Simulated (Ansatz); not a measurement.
ZnCu: the change of energy less free atoms and pressure with volume per atom

Results calculated with Ansatz 0.2.0, not measured. Periodic Kohn-Sham DFT of a crystal at fixed atoms; pressure and stress are positive in compression; the energy is the free energy less that of spherical unpolarised free atoms; site moments are those in the method's own spheres, positive along +z.

Cell of the first row (space group Pm-3m, No. 221):
```
cell vectors (Å)
   2.8854     0.0000     0.0000
   0.0000     2.8854     0.0000
   0.0000     0.0000     2.8854
atoms (fractions of the cell vectors)
Zn  0.50000  0.50000  0.50000
Cu  0.00000  0.00000  0.00000
```

Settings of every row: method all-electron LAPW; functional PBE; relativity scalar; k mesh 14x14x14; filling fermi-dirac; smearing width 0.05 eV; basis error target 0.5 meV/atom; nucleus gaussian.

Atom start moment: 0 on all atoms.

```csv
row,volume per atom (Å³),energy less free atoms (eV/atom),pressure (GPa)
1,12.011,?,?
2,12.516,-2.5186,4.922
3,12.771,-2.5242,2.239
4,13.026,-2.5259,-0.145
5,13.537,-2.5188,-4.141
```

Question: what energy less free atoms and pressure should row 1 give?

Worked fit of energy less free atoms. Take u = (V_r/V)^(2/3) − 1 with V_r = 12.899 Å³ an atom, which is twice the finite (Eulerian) strain; such expansions in the strain, on which the Birch-Murnaghan equation of state is built, carry the rest volume and the bulk modulus. The shown rows have u = 0.0203, 0.00667, -0.00651, -0.03167. Least squares give energy less free atoms = −2.52552 + 0.1251 × u + 10.653 × u² eV/atom; a straight line predicts inner rows, each left out in turn, worse (root mean square 0.0045 against 3.2e-05 eV/atom). All shown rows lie on it to the printed digit. The withheld row has u = 0.0487, so the fit gives −2.52552 + 0.1251 × (0.0487) + 10.653 × (0.0487)² = -2.4942 eV/atom.

The calculation gave -2.4935 eV/atom. The fit lies 0.0007 eV/atom (2.2 % of the column's range) below it; its largest miss of a shown row is 0.0000 eV/atom. This row lies beyond the range of the fit.

Worked fit of pressure. Take u = (V_r/V)^(2/3) − 1 with V_r = 12.899 Å³ an atom, which is twice the finite (Eulerian) strain; such expansions in the strain, on which the Birch-Murnaghan equation of state is built, carry the rest volume and the bulk modulus. The shown rows have u = 0.0203, 0.00667, -0.00651, -0.03167. Least squares give pressure = 1.0074 + 180.993 × u + 582.11 × u² GPa; a straight line predicts inner rows, each left out in turn, worse (root mean square 0.25 against 0.0031 GPa). The rows lie off it by 0.001, -0.002, 0.001, 0.000. The pressure vanishes at u = -0.0057, or V = 13.01 Å³ an atom, and there the bulk modulus at fixed shape and fractions is B = −V dP/dV = (2/3)(1 + u) dP/du = 116 GPa. The withheld row has u = 0.0487, so the fit gives 1.0074 + 180.993 × (0.0487) + 582.11 × (0.0487)² = 11.202 GPa.

The calculation gave 11.247 GPa. The fit lies 0.045 GPa (0.29 % of the column's range) below it; its largest miss of a shown row is 0.002 GPa. This row lies beyond the range of the fit.
